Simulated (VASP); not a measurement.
# Al in VASP: notebook

Runs on Al. Level: PBE. Tasks: single point.

All numbers are computed with VASP 6.6.1; they aren't measurements. Logs are shortened: lines on timing, memory, paths and dates and some standing lists are left out, and cuts for length are marked.

**1. Starting point**

The cell holds a slab with vacuum, 21 atoms: a = 8.100 Å, b = 5.728 Å, c = 17.728 Å, α = 90.00°, β = 90.00°, γ = 90.00°.

The cell was built by a generator and needn't be a form met in nature.

**2. Single point, PBE**

The input, INCAR:

```
SYSTEM = Al
ALGO = Fast ; EDIFF = 1E-6
ENCUT = 520 ; GGA = PE
ISIF = 2 ; ISMEAR = 0
LASPH = .True. ; LCHARG = .False.
LREAL = Auto ; LWAVE = .False.
NBANDS = 48 ; NELM = 100
PREC = Accurate ; SIGMA = 0.05
```

The input, KPOINTS:

```
k-points
0
Gamma
  2 3 1
  0 0 0
```

The input, POSCAR:

```
Al
1.0
    8.1000000000      0.0000000000      0.0000000000
    0.0000000000      5.7275650000      0.0000000000
    0.0000000000      0.0000000000     17.7275650000
Al
21
Direct
    0.0000000000      0.0000000000      0.0564093264
    0.5000000000      0.0000000000      0.0564093264
    0.0000000000      0.5000000873      0.0564093264
    0.5000000000      0.5000000873      0.0564093264
    0.2500000000      0.2499999564      0.1371812767
    0.7500000000      0.2499999564      0.1371812767
    0.2500000000      0.7500000436      0.1371812767
    0.7500000000      0.7500000436      0.1371812767
   -0.0023181481     -0.0000658220      0.2131799827
    0.5018253086     -0.0000719328      0.2131614804
   -0.0006717284      0.4999365350      0.2126262123
    0.5002180247      0.4999292020      0.2125686184
    0.2495656790      0.2407173031      0.2927091228
    0.7495539506      0.2527325312      0.2949484038
    0.2495669136      0.7589553327      0.2927119996
    0.7495529630      0.7470181482      0.2949447372
   -0.0019404938     -0.0001791337      0.3683608550
    0.5007638272     -0.0001810543      0.3683145429
    0.0241335802      0.4998139698      0.3661281174
    0.4753792593      0.4998096050      0.3660419240
    0.7497276543      0.4998871248      0.4397777134
```

Potentials or basis: VASP PAW PBE potentials, release 64 (Al).

Started as:

```
> cat potpaw_PBE.64/Al/POTCAR > POTCAR
> mpirun -np 1 vasp_std > vasp.out
```

OUTCAR:

```text
SYSTEM = Al
   EDIFF = 1E-6
   ENCUT = 520
   GGA = PE
   ISIF = 2
   ISMEAR = 0
   LASPH = .True.
   LREAL = Auto
   NELM = 100
   PREC = Accurate

 ion  position               nearest neighbor table
   1  0.000  0.000  0.056-   9 2.78   6 2.86   7 2.86   8 2.86   5 2.86   3 2.86   3 2.86
   2  0.500  0.000  0.056-  10 2.78   6 2.86   7 2.86   8 2.86   5 2.86   4 2.86   4 2.86
   3  0.000  0.500  0.056-  11 2.77   8 2.86   7 2.86   1 2.86   6 2.86   5 2.86   1 2.86
   4  0.500  0.500  0.056-  12 2.77   8 2.86   7 2.86   2 2.86   6 2.86   5 2.86   2 2.86
   5  0.250  0.250  0.137-  13 2.76  12 2.82  11 2.82  10 2.83   9 2.84   2 2.86   1 2.86   7 2.86
                             3 2.86   4 2.86   7 2.86
   6  0.750  0.250  0.137-  14 2.80   9 2.81  10 2.81  11 2.81  12 2.82   2 2.86   1 2.86   8 2.86
                             3 2.86   4 2.86   8 2.86
   7  0.250  0.750  0.137-  15 2.76  12 2.82  11 2.82  10 2.83   9 2.84   4 2.86   3 2.86   2 2.86
                             1 2.86   5 2.86   5 2.86
   8  0.750  0.750  0.137-  16 2.80   9 2.81  10 2.81  11 2.81  12 2.82   4 2.86   3 2.86   2 2.86
                             1 2.86   6 2.86   6 2.86
   9  0.998  1.000  0.213-  17 2.75   1 2.78   8 2.81   6 2.81   7 2.84   5 2.84  13 2.84  15 2.84
                            11 2.86  11 2.86  14 2.87  16 2.87
  10  0.502  1.000  0.213-  18 2.75   2 2.78   8 2.81   6 2.81   7 2.83   5 2.83  13 2.84  15 2.84
                            12 2.86  12 2.86  14 2.87  16 2.87
  11  0.999  0.500  0.213-  19 2.73   3 2.77   6 2.81   8 2.81   5 2.82   7 2.82   9 2.86   9 2.86
                            16 2.87  14 2.87  15 2.89  13 2.89
  12  0.500  0.500  0.213-  20 2.73   4 2.77   6 2.82   8 2.82   5 2.82   7 2.82  10 2.86  10 2.86
                            16 2.87  14 2.87  15 2.89  13 2.89
  13  0.250  0.241  0.293-  19 2.69  20 2.69   5 2.76  15 2.76  18 2.80  17 2.80   9 2.84  10 2.84
                            11 2.89  12 2.89  15 2.97
  14  0.750  0.253  0.295-   6 2.80  17 2.80  18 2.80  16 2.83  12 2.87  10 2.87  11 2.87   9 2.87
                            16 2.90  20 2.92  19 2.92  21 2.93
  15  0.250  0.759  0.293-  19 2.69  20 2.69   7 2.76  13 2.76  18 2.80  17 2.80   9 2.84  10 2.84
                            11 2.89  12 2.89  13 2.97
  16  0.750  0.747  0.295-   8 2.80  17 2.80  18 2.80  14 2.83  12 2.87  11 2.87  10 2.87   9 2.87
                            14 2.90  20 2.92  19 2.92  21 2.93
  17  0.998  1.000  0.368-   9 2.75  16 2.80  14 2.80  15 2.80  13 2.80  19 2.87  19 2.87
  18  0.501  1.000  0.368-  10 2.75  15 2.80  13 2.80  16 2.80  14 2.80  20 2.87  20 2.87
  19  0.024  0.500  0.366-  21 2.58  13 2.69  15 2.69  11 2.73  17 2.87  17 2.87  14 2.92  16 2.92

  20  0.475  0.500  0.366-  21 2.58  13 2.69  15 2.69  12 2.73  18 2.87  18 2.87  14 2.92  16 2.92

  21  0.750  0.500  0.440-  19 2.58  20 2.58  16 2.93  14 2.93

  LATTYP: Found a simple orthorhombic cell.
 ALAT       =     5.7275650000
 B/A-ratio  =     1.4142135445
 C/A-ratio  =     3.0951311770

  Lattice vectors:

 A1 = (   0.0000000000,  -5.7275650000,   0.0000000000)
 A2 = (   8.1000000000,   0.0000000000,   0.0000000000)
 A3 = (   0.0000000000,   0.0000000000,  17.7275650000)

Analysis of symmetry for initial positions (statically):
=====================================================================
 Subroutine PRICEL returns:
 Original cell was already a primitive cell.

 Routine SETGRP: Setting up the symmetry group for a
 simple orthorhombic supercell.

 Subroutine GETGRP returns: Found  1 space group operations
 (whereof  1 operations were pure point group operations)
 out of a pool of  8 trial point group operations.

The static configuration has the point symmetry C_1 .

Analysis of symmetry for dynamics (positions and initial velocities):
=====================================================================
 Subroutine PRICEL returns:
 Original cell was already a primitive cell.

 Routine SETGRP: Setting up the symmetry group for a
 simple orthorhombic supercell.

 Subroutine GETGRP returns: Found  1 space group operations
 (whereof  1 operations were pure point group operations)
 out of a pool of  8 trial point group operations.

The dynamic configuration has the point symmetry C_1 .

 Subroutine INISYM returns: Found  1 space group operations
 (whereof  1 operations are pure point group operations),
 and found     1 'primitive' translations

----------------------------------------------------------------------------------------

                                     Primitive cell

  volume of cell :     822.4398

  direct lattice vectors                    reciprocal lattice vectors
     8.100000000  0.000000000  0.000000000     0.123456790  0.000000000  0.000000000
     0.000000000  5.727565000  0.000000000     0.000000000  0.174594265  0.000000000
     0.000000000  0.000000000 17.727565000     0.000000000  0.000000000  0.056409326

  length of vectors
     8.100000000  5.727565000 17.727565000     0.123456790  0.174594265  0.056409326

  position of ions in fractional coordinates (direct lattice)
     0.000000000  0.000000000  0.056409326
     0.500000000  0.000000000  0.056409326
     0.000000000  0.500000087  0.056409326
     0.500000000  0.500000087  0.056409326
     0.250000000  0.249999956  0.137181277
     0.750000000  0.249999956  0.137181277
[... 13 lines left out ...]
     0.475379259  0.499809605  0.366041924
     0.749727654  0.499887125  0.439777713

  ion indices of the primitive-cell ions
   primitive index   ion index
                 1           1
                 2           2
                 3           3
                 4           4
                 5           5
                 6           6
[... 13 lines left out ...]
                20          20
                21          21

----------------------------------------------------------------------------------------

 KPOINTS: k-points

Automatic generation of k-mesh.
 Grid dimensions read from file:
 generate k-points for:    2    3    1

 Generating k-lattice:

  Cartesian coordinates                     Fractional coordinates (reciprocal lattice)
     0.061728395  0.000000000  0.000000000     0.500000000  0.000000000  0.000000000
     0.000000000  0.058198088  0.000000000     0.000000000  0.333333333  0.000000000
     0.000000000  0.000000000  0.056409326     0.000000000  0.000000000  1.000000000

  Length of vectors
     0.061728395  0.058198088  0.056409326

  Shift w.r.t. Gamma in fractional coordinates (k-lattice)
     0.000000000  0.000000000  0.000000000

 Subroutine IBZKPT returns following result:
 ===========================================

 Found      4 irreducible k-points:

 Following reciprocal coordinates:
            Coordinates               Weight
  0.000000  0.000000  0.000000      1.000000
  0.500000  0.000000  0.000000      1.000000
  0.000000  0.333333  0.000000      2.000000
  0.500000  0.333333  0.000000      2.000000
   k-points           NKPTS =      4   k-points in BZ     NKDIM =      4   number of bands    NBANDS=     48
   number of dos      NEDOS =    301   number of ions     NIONS =     21
   total plane-waves  NPLWV = 403200
   dimension x,y,z NGX =    60 NGY =   48 NGZ =  140
   dimension x,y,z NGXF=   120 NGYF=   96 NGZF=  280
   ions per type =              21
   NGX,Y,Z   is equivalent  to a cutoff of  12.31, 13.93, 13.13 a.u.
   NGXF,Y,Z  is equivalent  to a cutoff of  24.63, 27.86, 26.26 a.u.
 SYSTEM =  Al
   PREC   = accura    normal or accurate (medium, high low for compatibility)
   ISTART =      0    job   : 0-new  1-cont  2-samecut
   ICHARG =      2    charge: 1-file 2-atom 10-const
   ISPIN  =      1    spin polarized calculation?
   LNONCOLLINEAR =      F non collinear calculations
   LSORBIT =      F    spin-orbit coupling
   LASPH  =      T    aspherical Exc in radial PAW
   ENCUT  =  520.0 eV  38.22 Ry    6.18 a.u.  15.06 10.65 32.96*2*pi/ulx,y,z
   NELM   =    100;   NELMIN=  2; NELMDL= -5     # of ELM steps
   EDIFF  = 0.1E-05   stopping-criterion for ELM
   LREAL  =      T    real-space projection
   EDIFFG = 0.1E-04   stopping-criterion for IOM
   NSW    =      0    number of steps for IOM
   IBRION =     -1    ionic relax: 0-MD 1-quasi-New 2-CG
   NFREE  =      0    steps in history (QN), initial steepest desc. (CG)
   ISIF   =      2    stress and relaxation
   ISYM   =      2    0-nonsym 1-usesym 2-fastsym
   POTIM  = 0.5000    time-step for ionic-motion
   TEBEG  =    0.0;   TEEND  =   0.0 temperature during run
   PSTRESS=    0.0 pullay stress
   NELECT =      63.0000    total number of electrons
   NUPDOWN=      -1.0000    fix difference up-down
   EMIN   =  10.00;   EMAX   =-10.00  energy-range for DOS
   EFERMI =   0.00;   METHOD = LEGACY
   ISMEAR =     0;   SIGMA  =   0.05  broadening in eV -4-tet -1-fermi 0-gaus
   EFERMI_NEDOS =   21; number of points for ismear=-14 and -15
   IALGO  =     68    algorithm
   IMIX   =      4    mixing-type and parameters
     AMIX     =   0.40;   BMIX     =  1.00
     AMIX_MAG =   1.60;   BMIX_MAG =  1.00
  volume/ion in A,a.u.               =      39.16       264.29
  Fermi-wavevector in a.u.,A,eV,Ry     =   0.695270  1.313870  6.577066  0.483401
  Thomas-Fermi vector in A             =   1.777996
   LORBIT       =      0    0 simple, 1 ext, 2 COOP (PROOUT), +10 PAW based schemes
   GGA     = PE    functional components
   LHFCALC =     F    Hartree Fock is set to
   AEXX    =    0.0000 exact exchange contribution
   IVDW    =     0    specifies the selected vdW correction
   LEPSILON=     F    determine dielectric tensor
   LRPA    =     F    only Hartree local field effects (RPA)
 non-spin polarized calculation
 RMM-DIIS sequential band-by-band and
 Gauss-broadening in eV      SIGMA  =   0.05
  energy-cutoff  :      520.00
  volume of cell :      822.44
 maximum number of plane-waves:     22178
   NGX = 31   NGY = 21   NGZ = 65

 number of electron      62.9999999 magnetization

 Free energy of the ion-electron system (eV)
  ---------------------------------------------------
  ext. energy  EPLUGINS =         0.00000000
  ---------------------------------------------------
  free energy    TOTEN  =       -72.81261945 eV

  energy without entropy =      -72.79495967  energy(sigma->0) =      -72.80378956

 E-fermi :   1.1210     XC(G=0):  -5.4298

 val. band max:        1.1021012584   @ k =   0.0000   0.0000   0.0000
 cond. band min:       1.1218163146   @ k =   0.0000   0.3333   0.0000
 fundamental gap:      0.0197150562
 Fermi energy:         1.1210121152

 k-point     1 :       0.0000    0.0000    0.0000
  band No.  band energies     occupation
      1      -9.5283      2.00000
      2      -7.8447      2.00000
      3      -7.3656      2.00000
      4      -7.2442      2.00000
      5      -5.8852      2.00000
      6      -5.6597      2.00000
[... 35 lines left out ...]
     42       2.8028      0.00000
     43       2.9507      0.00000

 k-point     2 :       0.5000    0.0000    0.0000
  band No.  band energies     occupation
      1      -8.9708      2.00000
      2      -8.9671      2.00000
      3      -7.3657      2.00000
      4      -7.2258      2.00000
      5      -5.1672      2.00000
      6      -4.8475      2.00000
[... 35 lines left out ...]
     42       2.6285      0.00000
     43       3.1469      0.00000

 k-point     3 :       0.0000    0.3333    0.0000
  band No.  band energies     occupation
      1      -9.0306      2.00000
      2      -7.5658      2.00000
      3      -7.3400      2.00000
      4      -6.8750      2.00000
      5      -6.7562      2.00000
      6      -5.9075      2.00000
[... 35 lines left out ...]
     42       2.7439      0.00000
     43       3.0437      0.00000

 k-point     4 :       0.5000    0.3333    0.0000
  band No.  band energies     occupation
      1      -8.4766      2.00000
      2      -8.4705      2.00000
      3      -7.0546      2.00000
      4      -6.9932      2.00000
      5      -6.8287      2.00000
      6      -6.7327      2.00000
[... 35 lines left out ...]
     42       3.1297      0.00000
     43       3.1726      0.00000
 [bands above 43 left out]

------------------------ aborting loop because EDIFF is reached ----------------------------------------

  FORCE on cell =-STRESS in cart. coord.  units (eV):
  Direction    XX          YY          ZZ          XY          YZ          ZX
  --------------------------------------------------------------------------------------
  -------------------------------------------------------------------------------------
  Total        3.9696327     -3.7502157     -1.4953380     -0.0003485      0.0073972      0.0704921
  in kB        7.7331560     -7.3057146     -2.9130357     -0.0006789      0.0144103      0.1373241
  external PRESSURE =      -0.8285314 kB  Pullay stress =       0.0000000 kB

 VOLUME and BASIS-vectors are now :
 -----------------------------------------------------------------------------
  energy-cutoff  :      520.00
  volume of cell :      822.44
      direct lattice vectors                 reciprocal lattice vectors
     8.100000000  0.000000000  0.000000000     0.123456790  0.000000000  0.000000000
     0.000000000  5.727565000  0.000000000     0.000000000  0.174594265  0.000000000
     0.000000000  0.000000000 17.727565000     0.000000000  0.000000000  0.056409326

 POSITION                                       TOTAL-FORCE (eV/Angst)
 -----------------------------------------------------------------------------------
      0.00000      0.00000      1.00000        -0.037523      0.000112      0.338181
      4.05000      0.00000      1.00000         0.037003      0.000109      0.336995
      0.00000      2.86378      1.00000        -0.137762     -0.000097      0.198414
      4.05000      2.86378      1.00000         0.136611     -0.000096      0.195664
      2.02500      1.43189      2.43189        -0.005282     -0.000314     -0.308264
      6.07500      1.43189      2.43189        -0.005451      0.133060     -0.230357
[... 13 lines left out ...]
      3.85057      2.86269      6.48903        -0.001674      0.000752      0.007509
      6.07279      2.86314      7.79619        -0.001937     -0.000145      0.015051
 -----------------------------------------------------------------------------------
    total drift:                               -0.008312     -0.000264      0.009031

  FREE ENERGIE OF THE ION-ELECTRON SYSTEM (eV)
  ---------------------------------------------------
  free  energy   TOTEN  =       -72.8126194508 eV

  energy  without entropy=      -72.7949596719  energy(sigma->0) =      -72.80378956
```

Wall time 6.9 min (1 thread of Intel Xeon Platinum 8488C (Sapphire Rapids), shared host); peak memory 0.73 GiB.

What came out:

```
Free energy            : -72.8126 eV
Largest force          : 0.340 eV/Å
Band gap on the k mesh : none (metal or under the smearing width)
```

Forces on the atoms (eV/Å):
```
Al  -0.038  0.000  0.338
Al   0.037  0.000  0.337
Al  -0.138  0.000  0.198
Al   0.137  0.000  0.196
Al  -0.005  0.000 -0.308
Al  -0.005  0.133 -0.230
Al  -0.005 -0.001 -0.308
Al  -0.005 -0.134 -0.231
Al   0.005  0.000 -0.002
Al   0.000  0.000 -0.002
Al   0.004  0.000  0.000
Al   0.000  0.000  0.002
Al   0.004  0.007 -0.005
Al   0.002 -0.001 -0.005
Al   0.003 -0.008 -0.004
Al   0.003  0.002 -0.004
Al   0.009  0.001 -0.001
Al   0.002  0.001 -0.001
Al  -0.004  0.000  0.007
Al  -0.002  0.001  0.008
Al  -0.002  0.000  0.015
```

Caveat: the k mesh is coarse (spacing up to 0.39 Å⁻¹), so the values aren't converged.

[end of part 1 of 3]
